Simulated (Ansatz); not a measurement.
**WS2 (Tungstenite): how the settings move a single-point run**

How sensitive is a single-point run of WS2 (Tungstenite) to its settings? A reference run comes first, then one run with altered input.

Method: reference: DFT, PBEsol, PAW with Ansatz's default frozen-core files, scalar-relativistic, in Ansatz 0.2.0.

3 further runs of the same task are left out: 3 that didn't finish.

## (1) Starting point

The structure is monoclinic, space group Cm (No. 8). The conventional cell has a = 5.470 Å, b = 3.158 Å, c = 6.427 Å, α = 90.00°, β = 106.48°, γ = 90.00°. Around W (site symmetry m) lie 6 S at 1.96 to 2.57 Å. S (site symmetry m) is surrounded by 3 W at 1.96 to 2.37 Å. Around S (site symmetry m) lie 3 W at 2.39 to 2.57 Å.

As a file:

```
CELL_PARAMETERS angstrom
1.57900 0.91164 6.16333
-1.57900 0.91164 6.16333
0.00000 -1.82327 6.16333
ATOMIC_POSITIONS crystal
W 0.93247 0.02247 0.02247
S 0.31723 0.22723 0.22723
S 0.41900 0.41900 0.41900
```

## (2) The reference run

input.yaml

```yaml
crystal:
  lattice:
    - [1.579, 0.9116360751, 6.1633333333]
    - [-1.579, 0.9116360751, 6.1633333333]
    - [0.0, -1.8232721501, 6.1633333333]
  atoms:
    - { symbol: W, position: [-0.067527, 0.022473, 0.022473] }
    - { symbol: S, position: [0.317227, 0.227227, 0.227227] }
    - { symbol: S, position: [0.419, 0.419, 0.419] }
kpoints:
  mp_grid: { grid: [11, 11, 11] }
scf:
  occupations: { method: fermi_dirac, width: 0.05 }
hamiltonian:
  xc: pbesol
  pseudopotentials: { kind: paw }
output:
  forces: true
  stress: true
  eigenvalues: true
  efg: { contact_densities: true }
  populations: true
  write_density: true
  write_potential: true
  elf: true
  volumetric_format: npy
```

On the command line:

```
$ ansatz run input.yaml --threads 1 --pin off --max-ram 3072MiB --backend cpu --events-out ev --progress --plain --runs-dir out
```

## (3) Variant: mp_grid.shift [0.5, 0.5, 0.5], dr2_threshold 1.0e-06

Changes to input.yaml since step 2:

```diff
@@ -10,5 +10,6 @@
 kpoints:
-  mp_grid: { grid: [11, 11, 11] }
+  mp_grid: { grid: [11, 11, 11], shift: [0.5, 0.5, 0.5] }
 scf:
   occupations: { method: fermi_dirac, width: 0.05 }
+  convergence: { dr2_threshold: 1.0e-06 }
 hamiltonian:
@@ -22,5 +23 @@
   populations: true
-  write_density: true
-  write_potential: true
-  elf: true
-  volumetric_format: npy
```

Q: Predict the outcome of this session. Wanted: for each run, ending; energy change; pressure; gap; force.

The runs gave:

```
                                                    run     ending  energy change  pressure (GPa)  gap (eV)  force (eV/Å)  cycles  time
                                              reference  converged              0            21.9      0.06         14.42       8  53 s
1: mp_grid.shift [0.5, 0.5, 0.5], dr2_threshold 1.0e-06  converged   0.0 meV/atom            21.9      0.07         14.42       7  44 s
```

Times don't compare one to one where runs were asked for different outputs or read a saved state (see the inputs); cycles may leave out searches for a lower state.

Residual by cycle in the longest SCF loop of each run; runs are numbered as in the table. The quantity is the density residual dr2, in eV.

```
cycle  reference   run 1
    1      0.105   0.105
    2     0.0104  0.0104
    3     0.0015  0.0015
    4     1.1e-4  1.1e-4
    5     1.8e-5  1.8e-5
    6     3.4e-6  3.4e-6
    7     1.4e-7  1.4e-7
    8     1.8e-8       -
```

Changing the k-point mesh and convergence setting hardly moves the energy: 0.0 meV/atom. The structure is not at rest: the sound run finds 22 GPa, so these are no properties of the relaxed crystal. The reference has no spin polarisation; with W present, a magnetic state may lie lower. The gap of the reference lacks spin-orbit coupling, though the cell holds W.
